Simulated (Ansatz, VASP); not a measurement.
**BaTe in VASP and in Ansatz**

```
Ba Te
1.0
     4.24482    0.00000    0.00000
     0.00000    4.24482    0.00000
     0.00000    0.00000    4.24482
Ba Te
1 1
Cartesian
  0.0000 0.0000 0.0000
  2.1224 2.1224 2.1224
```

The cell was built by a generator and needn't be a form met in nature.

Alike in both runs: task single point; functional HSE06; k mesh 4 × 4 × 4; no spin polarisation.

```csv
,VASP,Ansatz
version,VASP 6.6.1,Ansatz 0.2.0
potentials or method,"VASP PAW PBE potentials, release 64 (Ba_sv, Te)","plane waves, PAW"
plane-wave cutoff (eV),520,420
occupations,"gaussian, width 0.01 eV",fixed
valence electrons in the cell,16,26
```

Ansatz gave:

| Property | Result |
| --- | --- |
| gap on the k mesh at the Fermi level (eV) | 1.51 |
| pressure (GPa) | -0.3 |

Problem. What did VASP give for the same quantities?

Solution. gap on the k mesh at the Fermi level (eV): 1.44; pressure (GPa): 0.0.

The two sets of potentials don't hold the same shells in valence. Ansatz warned: «stress_exchange_threshold_loose».

Caveats: the PAW data sets were made with another functional, which shifts forces and pressure a little (VASP); spin-orbit coupling is left out, which moves the levels of the heavy elements. A k mesh can miss the band edges.
